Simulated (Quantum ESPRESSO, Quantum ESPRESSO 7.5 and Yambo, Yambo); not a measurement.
**NaCl (Fm-3m): G0W0 with Yambo, start to end**

Wanted: ground state, empty states, screening and self-energy for NaCl (Fm-3m).

Calculated with Quantum ESPRESSO 7.5 and Yambo 5.3.0; PBE and many-body steps on it, plane waves.

The database entry behind the starting cell differs from later determinations by our own check (an axis about 0.4 % short against later determinations), so it need not match the best structure at ambient conditions.

## 1. Set-up

The structure is cubic, space group Fm-3m (No. 225). Conventional cell: a = 5.620 Å, b = 5.620 Å, c = 5.620 Å, α = 90.00°, β = 90.00°, γ = 90.00°. Na has 6 Cl at 2.81 Å nearest. Cl has 6 Na at 2.81 Å nearest. Farther neighbours and most contacts between anions are not listed.

The cell and positions come from the Crystallography Open Database and are kept as given unless a step says otherwise.

## 2. Ground state

This step: Quantum ESPRESSO 7.5; DFT, PBE, plane waves, norm-conserving pseudopotentials.

The ground-state density comes first.

pw.in reads:

```
&control
  calculation = 'scf'
  prefix = 'x'
  outdir = 'o'
  pseudo_dir = 'pseudo'
/
&system
  ibrav = 0
  nat = 2
  ntyp = 2
  ecutwfc = 76.0
  nbnd = 13
  force_symmorphic = .true.
/
&electrons
  conv_thr = 1e-10
  electron_maxstep = 80
  mixing_beta = 0.5
/
ATOMIC_SPECIES
  Na 22.99 Na.upf
  Cl 35.45 Cl.upf
CELL_PARAMETERS angstrom
  0.0000000000 2.8100000000 2.8100000000
  2.8100000000 0.0000000000 2.8100000000
  2.8100000000 2.8100000000 0.0000000000
ATOMIC_POSITIONS crystal
  Na 0.0000000000 0.0000000000 0.0000000000
  Cl 0.5000000000 0.5000000000 0.5000000000
K_POINTS automatic
  6 6 6 0 0 0
```

Started as:

```
$ OMP_NUM_THREADS=1 mpirun -n 8 pw.x -nk 8 -in pw.in > pw.out
```

Output:

```text
Program PWSCF v.7.5 starts

     This program is part of the open-source Quantum ESPRESSO suite
     for quantum simulation of materials; please cite
         "P. Giannozzi et al., J. Phys.:Condens. Matter 21 395502 (2009);
         "P. Giannozzi et al., J. Phys.:Condens. Matter 29 465901 (2017);
         "P. Giannozzi et al., J. Chem. Phys. 152 154105 (2020);
     in publications or presentations arising from this work. More details at
     Message from routine setup:
     using ibrav=0 with symmetry is DISCOURAGED, use correct ibrav instead

     G-vector sticks info

     bravais-lattice index     =            0
     lattice parameter (alat)  =       7.5097  a.u.
     unit-cell volume          =     299.4646 (a.u.)^3
     number of atoms/cell      =            2
     number of atomic types    =            2
     number of electrons       =        16.00
     number of Kohn-Sham states=           13
     kinetic-energy cutoff     =      76.0000  Ry
     charge density cutoff     =     304.0000  Ry
     scf convergence threshold =      1.0E-10
     mixing beta               =       0.5000
     number of iterations used =            8  plain     mixing
     Exchange-correlation= PBE
                           (   1   4   3   4   0   0   0)

     celldm(1)=   7.509658  celldm(2)=   0.000000  celldm(3)=   0.000000
     celldm(4)=   0.000000  celldm(5)=   0.000000  celldm(6)=   0.000000

     crystal axes: (cart. coord. in units of alat)
               a(1) = (   0.000000   0.707107   0.707107 )
               a(2) = (   0.707107   0.000000   0.707107 )
               a(3) = (   0.707107   0.707107   0.000000 )

     reciprocal axes: (cart. coord. in units 2 pi/alat)
               b(1) = ( -0.707107  0.707107  0.707107 )
               b(2) = (  0.707107 -0.707107  0.707107 )
               b(3) = (  0.707107  0.707107 -0.707107 )
     Pseudo is Norm-conserving, Zval =  9.0
     Generated using ONCVPSP code by D. R. Hamann
     Using radial grid of 1992 points,  4 beta functions with:
     Pseudo is Norm-conserving + core correction, Zval =  7.0
     Generated using ONCVPSP code by D. R. Hamann
     Using radial grid of 1028 points,  6 beta functions with:
     Na                9.00    22.99000     Na( 1.00)
     Cl                7.00    35.45000     Cl( 1.00)

     48 Sym. Ops., with inversion, found

   Cartesian axes

     site n.     atom                  positions (alat units)
         1        Na     tau(   1) = (   0.0000000   0.0000000   0.0000000  )
         2        Cl     tau(   2) = (   0.7071068   0.7071068   0.7071068  )

     number of k points=    16
                       cart. coord. in units 2pi/alat
        k(    1) = (   0.0000000   0.0000000   0.0000000), wk =   0.0092593
        k(    2) = (   0.1178511   0.1178511  -0.1178511), wk =   0.0740741
        k(    3) = (   0.2357023   0.2357023  -0.2357023), wk =   0.0740741
        k(    4) = (  -0.3535534  -0.3535534   0.3535534), wk =   0.0370370
        k(    5) = (   0.2357023   0.0000000  -0.0000000), wk =   0.0555556
        k(    6) = (   0.3535534   0.1178511  -0.1178511), wk =   0.2222222
        k(    7) = (  -0.2357023  -0.4714045   0.4714045), wk =   0.2222222
        k(    8) = (  -0.1178511  -0.3535534   0.3535534), wk =   0.2222222
        k(    9) = (   0.0000000  -0.2357023   0.2357023), wk =   0.1111111
        k(   10) = (   0.4714045   0.0000000  -0.0000000), wk =   0.0555556
     [... 4 further rows ...]
        k(   15) = (  -0.1178511  -0.3535534   0.5892557), wk =   0.2222222
        k(   16) = (  -0.7071068   0.2357023   0.0000000), wk =   0.1111111

     Dense  grid:    26813 G-vectors     FFT dimensions: (  45,  45,  45)

     Initial potential from superposition of free atoms

     starting charge      15.9937, renormalised to      16.0000
     Starting wfcs are    9 randomized atomic wfcs +    4 random wfcs

     per-process dynamical memory:    23.5 Mb

     Self-consistent Calculation

     iteration #  1     ecut=    76.00 Ry     beta= 0.50

     Threshold (ethr) on eigenvalues was too large:
     Diagonalizing with lowered threshold

     total energy              =    -124.48248426 Ry
     estimated scf accuracy    <       0.04909037 Ry

     iteration #  2     ecut=    76.00 Ry     beta= 0.50

     total energy              =    -124.49193118 Ry
     estimated scf accuracy    <       0.00227980 Ry

     iteration #  3     ecut=    76.00 Ry     beta= 0.50

     total energy              =    -124.49224256 Ry
     estimated scf accuracy    <       0.00055930 Ry

     iteration #  4     ecut=    76.00 Ry     beta= 0.50

     total energy              =    -124.49229384 Ry
     estimated scf accuracy    <       0.00000571 Ry

     iteration #  5     ecut=    76.00 Ry     beta= 0.50

     total energy              =    -124.49229662 Ry
     estimated scf accuracy    <       0.00000060 Ry

     iteration #  6     ecut=    76.00 Ry     beta= 0.50

     total energy              =    -124.49229691 Ry
     estimated scf accuracy    <       0.00000006 Ry

     iteration #  7     ecut=    76.00 Ry     beta= 0.50

     total energy              =    -124.49229693 Ry
     estimated scf accuracy    <          2.3E-09 Ry

     iteration #  8     ecut=    76.00 Ry     beta= 0.50

     End of self-consistent calculation

          k = 0.0000 0.0000 0.0000 (  3383 PWs)   bands (ev):

   -47.7638 -19.6862 -19.6862 -19.6862 -11.5392   1.1413   1.1413   1.1413
     6.2911  12.2033  12.2033  12.2033  14.2947

          k = 0.1179 0.1179-0.1179 (  3353 PWs)   bands (ev):

   -47.7636 -19.6937 -19.6866 -19.6866 -11.4569   0.5325   1.0712   1.0712
     7.1095  11.4436  12.4827  12.4828  14.0004

          k = 0.2357 0.2357-0.2357 (  3356 PWs)   bands (ev):

   -47.7631 -19.7090 -19.6878 -19.6878 -11.2849  -0.4108   0.9377   0.9377
     8.2193  11.2585  12.2909  12.2909  15.0778

          k =-0.3536-0.3536 0.3536 (  3354 PWs)   bands (ev):

     [... further k-points ...]

     highest occupied, lowest unoccupied level (ev):     1.1413    6.2911

!    total energy              =    -124.49229693 Ry
     estimated scf accuracy    <          3.7E-11 Ry

     The total energy is the sum of the following terms:
     one-electron contribution =     -73.86213402 Ry
     hartree contribution      =      41.26218321 Ry
     xc contribution           =     -22.84146070 Ry
     ewald contribution        =     -69.05088543 Ry

     convergence has been achieved in   8 iterations

     XML data file, charge density, pseudopotentials, collected wavefunctions

=------------------------------------------------------------------------------=
   JOB DONE.
=------------------------------------------------------------------------------=
```

Wall time 3.5 s (8 MPI ranks of Intel Xeon Platinum 8488C (Sapphire Rapids), shared host); peak memory 0.52 GiB; 25 s of CPU time.

This step gave:

```yaml
total_energy: -1693.8040 eV
gap: 5.150 eV
k_of_the_valence_top: 0, 0, 0
k_of_the_conduction_bottom: 0, 0, 0
least_direct_gap: 5.150 eV
```

The gap is direct, at Γ.

## 3. Bands along the symmetry lines

The cheap functional maps the bands first; the places of the edges decide which points the dearer methods must see.

pw.in reads:

```
&control
  calculation = 'bands'
  prefix = 'x'
  outdir = 'o'
  pseudo_dir = 'pseudo'
/
&system
  ibrav = 0
  nat = 2
  ntyp = 2
  ecutwfc = 76.0
  nbnd = 14
  force_symmorphic = .true.
/
&electrons
  conv_thr = 1e-9
  electron_maxstep = 80
  diago_full_acc = .true.
  diago_thr_init = 5e-6
/
ATOMIC_SPECIES
  Na 22.99 Na.upf
  Cl 35.45 Cl.upf
CELL_PARAMETERS angstrom
  0.0000000000 2.8100000000 2.8100000000
  2.8100000000 0.0000000000 2.8100000000
  2.8100000000 2.8100000000 0.0000000000
ATOMIC_POSITIONS crystal
  Na 0.0000000000 0.0000000000 0.0000000000
  Cl 0.5000000000 0.5000000000 0.5000000000
K_POINTS crystal
  50
  0.00000000 0.00000000 0.00000000 1
  0.06250000 0.00000000 0.06250000 1
  0.12500000 0.00000000 0.12500000 1
  0.18750000 0.00000000 0.18750000 1
  0.25000000 0.00000000 0.25000000 1
  0.31250000 0.00000000 0.31250000 1
  0.37500000 0.00000000 0.37500000 1
  0.43750000 0.00000000 0.43750000 1
  0.50000000 0.00000000 0.50000000 1
  0.51562500 0.03125000 0.51562500 1
  0.53125000 0.06250000 0.53125000 1
  0.54687500 0.09375000 0.54687500 1
  0.56250000 0.12500000 0.56250000 1
  0.57812500 0.15625000 0.57812500 1
  0.59375000 0.18750000 0.59375000 1
  0.60937500 0.21875000 0.60937500 1
  0.62500000 0.25000000 0.62500000 1
  0.37500000 0.37500000 0.75000000 1
  0.32812500 0.32812500 0.65625000 1
  0.28125000 0.28125000 0.56250000 1
  0.23437500 0.23437500 0.46875000 1
  0.18750000 0.18750000 0.37500000 1
  0.14062500 0.14062500 0.28125000 1
  0.09375000 0.09375000 0.18750000 1
  0.04687500 0.04687500 0.09375000 1
  0.00000000 0.00000000 0.00000000 1
  0.06250000 0.06250000 0.06250000 1
  0.12500000 0.12500000 0.12500000 1
  0.18750000 0.18750000 0.18750000 1
  0.25000000 0.25000000 0.25000000 1
  0.31250000 0.31250000 0.31250000 1
  0.37500000 0.37500000 0.37500000 1
  0.43750000 0.43750000 0.43750000 1
  0.50000000 0.50000000 0.50000000 1
  0.50000000 0.46875000 0.53125000 1
  0.50000000 0.43750000 0.56250000 1
  0.50000000 0.40625000 0.59375000 1
  0.50000000 0.37500000 0.62500000 1
  0.50000000 0.34375000 0.65625000 1
  0.50000000 0.31250000 0.68750000 1
  0.50000000 0.28125000 0.71875000 1
  0.50000000 0.25000000 0.75000000 1
  0.50000000 0.21875000 0.71875000 1
  0.50000000 0.18750000 0.68750000 1
  0.50000000 0.15625000 0.65625000 1
  0.50000000 0.12500000 0.62500000 1
  0.50000000 0.09375000 0.59375000 1
  0.50000000 0.06250000 0.56250000 1
  0.50000000 0.03125000 0.53125000 1
  0.50000000 0.00000000 0.50000000 1
```

Output:

```text
[banner, memory and clock lines left out]
Program PWSCF v.7.5 starts

     Atomic positions and unit cell read from directory:
     o/x.save/

     Message from routine setup:
     using ibrav=0 with symmetry is DISCOURAGED, use correct ibrav instead

     G-vector sticks info

     bravais-lattice index     =            0
     lattice parameter (alat)  =       7.5097  a.u.
     unit-cell volume          =     299.4646 (a.u.)^3
     number of atoms/cell      =            2
     number of atomic types    =            2
     number of electrons       =        16.00
     number of Kohn-Sham states=           14
     kinetic-energy cutoff     =      76.0000  Ry
     charge density cutoff     =     304.0000  Ry
     Exchange-correlation= PBE
                           (   1   4   3   4   0   0   0)

     celldm(1)=   7.509658  celldm(2)=   0.000000  celldm(3)=   0.000000
     celldm(4)=   0.000000  celldm(5)=   0.000000  celldm(6)=   0.000000

     crystal axes: (cart. coord. in units of alat)
               a(1) = (   0.000000   0.707107   0.707107 )
               a(2) = (   0.707107   0.000000   0.707107 )
               a(3) = (   0.707107   0.707107   0.000000 )

     reciprocal axes: (cart. coord. in units 2 pi/alat)
               b(1) = ( -0.707107  0.707107  0.707107 )
               b(2) = (  0.707107 -0.707107  0.707107 )
               b(3) = (  0.707107  0.707107 -0.707107 )
     Pseudo is Norm-conserving, Zval =  9.0
     Generated using ONCVPSP code by D. R. Hamann
     Using radial grid of 1992 points,  4 beta functions with:
     Pseudo is Norm-conserving + core correction, Zval =  7.0
     Generated using ONCVPSP code by D. R. Hamann
     Using radial grid of 1028 points,  6 beta functions with:
     Na                9.00    22.99000     Na( 1.00)
     Cl                7.00    35.45000     Cl( 1.00)

     48 Sym. Ops., with inversion, found

   Cartesian axes

     site n.     atom                  positions (alat units)
         1        Na     tau(   1) = (   0.0000000   0.0000000   0.0000000  )
         2        Cl     tau(   2) = (   0.7071068   0.7071068   0.7071068  )

     number of k points=    50
                       cart. coord. in units 2pi/alat
        k(    1) = (   0.0000000   0.0000000   0.0000000), wk =   0.0400000
        k(    2) = (   0.0000000   0.0883883   0.0000000), wk =   0.0400000
        k(    3) = (   0.0000000   0.1767767   0.0000000), wk =   0.0400000
[...]
[... 38 further rows ...]
        k(   49) = (   0.0441942   0.7071068   0.0000000), wk =   0.0400000
        k(   50) = (   0.0000000   0.7071068   0.0000000), wk =   0.0400000

     Dense  grid:    26813 G-vectors     FFT dimensions: (  45,  45,  45)

     The potential is recalculated from file :
     o/x.save/charge-density

     Starting wfcs are    9 randomized atomic wfcs +    5 random wfcs

     Band Structure Calculation

     End of band structure calculation

          k = 0.0000 0.0000 0.0000 (  3383 PWs)   bands (ev):

   -47.7639 -19.6862 -19.6862 -19.6862 -11.5392   1.1413   1.1413   1.1413
     6.2911  12.2033  12.2033  12.2033  14.2948  14.2948

          k = 0.0000 0.0884 0.0000 (  3371 PWs)   bands (ev):

   -47.7638 -19.6874 -19.6865 -19.6865 -11.5227   1.0289   1.1152   1.1152
     6.4721  11.9526  12.2967  12.2967  14.0237  14.3474

          k = 0.0000 0.1768 0.0000 (  3371 PWs)   bands (ev):

   -47.7637 -19.6904 -19.6875 -19.6875 -11.4765   0.7455   1.0425   1.0425
     6.9546  11.3985  12.5685  12.5685  13.3748  14.5025

          k =-0.0000 0.2652 0.0000 (  3339 PWs)   bands (ev):

[...]
k = 0.0000 0.4419-0.0000 (  3355 PWs)   bands (ev):

[...]
k =-0.0000 0.5303 0.0000 (  3370 PWs)   bands (ev):

[...]
k = 0.0000 0.6187-0.0000 (  3334 PWs)   bands (ev):

[...]
k = 0.4640 0.4640-0.0000 (  3344 PWs)   bands (ev):

[...]
k = 0.3315 0.3315-0.0000 (  3360 PWs)   bands (ev):

[...]
k = 0.3094 0.7071-0.0000 (  3348 PWs)   bands (ev):

[...]
k = 0.2210 0.7071-0.0000 (  3344 PWs)   bands (ev):

[...]
k = 0.1768 0.7071-0.0000 (  3350 PWs)   bands (ev):

[...]
k = 0.0442 0.7071 0.0000 (  3338 PWs)   bands (ev):

   -47.7628 -19.7069 -19.6947 -19.6947 -11.1455  -0.5355   0.5229   0.5298
     8.7252   9.2264  12.5042  15.5716  16.0345  16.5503

          k = 0.0000 0.7071 0.0000 (  3338 PWs)   bands (ev):

   -47.7628 -19.7070 -19.6946 -19.6946 -11.1461  -0.5439   0.5360   0.5360
     8.6899   9.1941  12.5380  16.0206  16.0206  16.1877

     XML data file, pseudopotentials, collected wavefunctions
```

Run time: 2.6 s. Hardware: 8 MPI ranks; peak memory 0.48 GiB.

Numbers from this step:

| Item | Value |
| --- | --- |
| gap | 5.150 eV |
| k of the valence top | 0, 0, 0 |
| k of the conduction bottom | 0, 0, 0 |
| least direct gap | 5.150 eV |

The gap is 5.150 eV, as in the run before at this level.

The electronic bands at the labelled points (eV, zero at the top of the highest filled band; v1 is the highest filled band, c1 the lowest empty one):

| point | v4 | v3 | v2 | v1 | c1 | c2 | c3 | c4 |
| --- | --- | --- | --- | --- | --- | --- | --- | --- |
| Γ | -12.68 | 0.00 | 0.00 | 0.00 | 5.15 | 11.06 | 11.06 | 11.06 |
| halfway | -12.47 | -1.08 | -0.32 | -0.32 | 7.13 | 9.10 | 10.83 | 12.41 |
| X | -12.29 | -1.69 | -0.61 | -0.61 | 7.55 | 8.05 | 11.40 | 14.88 |
| halfway | -12.28 | -1.62 | -0.77 | -0.58 | 7.79 | 8.33 | 11.15 | 13.72 |
| U | -12.28 | -1.43 | -1.13 | -0.50 | 8.24 | 9.04 | 10.59 | 12.74 |
| jump to K | -12.28 | -1.43 | -1.13 | -0.50 | 8.24 | 9.04 | 10.59 | 12.74 |
| halfway | -12.45 | -1.24 | -0.47 | -0.16 | 7.32 | 9.68 | 10.76 | 11.84 |
| Γ | -12.68 | 0.00 | 0.00 | 0.00 | 5.15 | 11.06 | 11.06 | 11.06 |
| halfway | -12.51 | -1.11 | -0.14 | -0.14 | 6.62 | 10.01 | 11.34 | 11.34 |
| L | -12.34 | -1.95 | -0.27 | -0.27 | 7.28 | 10.72 | 10.92 | 10.92 |
| halfway | -12.30 | -1.67 | -0.77 | -0.42 | 8.34 | 9.55 | 10.28 | 11.69 |
| W | -12.27 | -1.20 | -1.20 | -0.76 | 8.85 | 9.71 | 9.71 | 11.37 |
| halfway | -12.28 | -1.55 | -0.80 | -0.69 | 8.07 | 8.54 | 10.89 | 12.75 |
| X | -12.29 | -1.69 | -0.61 | -0.61 | 7.55 | 8.05 | 11.40 | 14.88 |

The electronic bands as a text plot (rows in eV, shown from -8.0 to 11.1 only):

```
   10.8 |++   +++++    ++++     +    ++++++    +++++++       ++
   10.0 |  +++             ++++++++++      +++++    +++++++++
    9.2 |     ++         +++                          +++++++
    8.4 |       ++++++++++++++++                      +     +++++
    7.6 |       +++++++++       +              +++++++        +++
    6.8 |    +++                 ++         +++
    6.0 |  ++                      ++    +++
    5.2 |++                          ++++
    4.4 |
    3.6 |
    2.8 |
    2.0 |
    1.2 |
    0.4 |*                           ****
   -0.4 | ****************************  *************************
   -1.2 |     *****     ***********         ***        ********
   -2.0 |          *****                       ********        **
   -2.8 |
   -3.6 |
   -4.4 |
   -5.2 |
   -6.0 |
   -6.8 |
   -7.6 |
         Γ           X  U|K            Γ         L        W     X
```

(Part 1 of 2 ends here.)

[Paths, hosts, dates, memory and timing lines, banners, echoed tables and standing remarks are left out of the program output.]

[Logs are printed without paths, hosts, clocks, repeated set-up lines and the standing remarks that a program may print on its own settings, such as how far it seeks lower states.]

[Runs of the session that timed out or met a known fault of the program may be left out.]

[Hosts, paths, dates, database ids (printed as entryN), source tags and the programs' standing remarks are cut or masked in the printed files.]
